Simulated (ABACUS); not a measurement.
## Ru in ABACUS: convergence with scf thr

Input of the first run (scf thr 0.01); the others differ in this setting and in those tied to it:

INPUT

```
INPUT_PARAMETERS
suffix              Ru
calculation         scf
basis_type          lcao
pseudo_dir          ./
orbital_dir         ./
symmetry            1
dft_functional      GGA_X_RPBE+GGA_C_PBE
ecutwfc             100
pseudo_rcut         7
nspin               1
nbands              20
ks_solver           genelpa
smearing_method     mp
smearing_sigma      0.00734986
scf_thr             0.01
scf_nmax            100
mixing_type         broyden
mixing_beta         0.7
cal_force           1
cal_stress          1
out_mul             1
```

Contents of STRU:

```
ATOMIC_SPECIES
Ru 101.0700 Ru.upf

NUMERICAL_ORBITAL
Ru_confined-atom_7au_3s2p2d1f.orb

LATTICE_CONSTANT
1.8897261246

LATTICE_VECTORS
2.7058000000 0.0000000000 0.0000000000
-1.3529000000 2.3432915376 0.0000000000
0.0000000000 0.0000000000 4.2819000000

ATOMIC_POSITIONS
Direct

Ru
0.0
2
0.6666666667 0.3333333333 0.7500000000 1 1 1
0.3333333333 0.6666666667 0.2500000000 1 1 1
```

File KPT:

```
K_POINTS
0
Gamma
10 10 6 0 0 0
```

Potentials or basis: PseudoDojo NC SR 0.5 PBE standard, DZP LCAO (the cutoffs set its grid).

The run is started by

```console
$ OMP_NUM_THREADS=1 mpirun -np 4 abacus > log
```

Hardware: 4 MPI ranks on AMD EPYC 7571, with other jobs on the host.

| scf thr | energy less the tightest run, at zero smearing (meV/atom) | pressure (GPa) | SCF cycles | CPU time (s) |
| --- | --- | --- | --- | --- |
| 0.01 | 0.17 | 10.58 | 3 | 29 |
| 0.001 | 0.00 | 10.47 | 4 | 36 |
| 0.0001 | 0.00 | 10.49 | 5 | 40 |
| 1e-05 | 0.00 | 10.50 | 6 | 49 |
| 1e-06 | 0.00 | 10.50 | 7 | 53 |
| 1e-07 | 0.00 | 10.50 | 8 | 57 |
| 1e-08 | 0.00 | 10.50 | 9 | 63 |
| 1e-10 | 0.00 | 10.50 | 11 | 74 |

Against the tightest run, the energy stays within 1 meV/atom from 0.01 on; the pressure stays within 0.1 GPa from 0.01 on. The tightest run that finished is the yardstick and may itself not be fully converged.

Caveat, for the tightest run too: the atomic orbitals were generated for these runs and aren't a published set; the potentials were made for another functional, which shifts forces and pressure; the basis of atomic orbitals isn't converged, which shifts pressures, moduli and gaps.
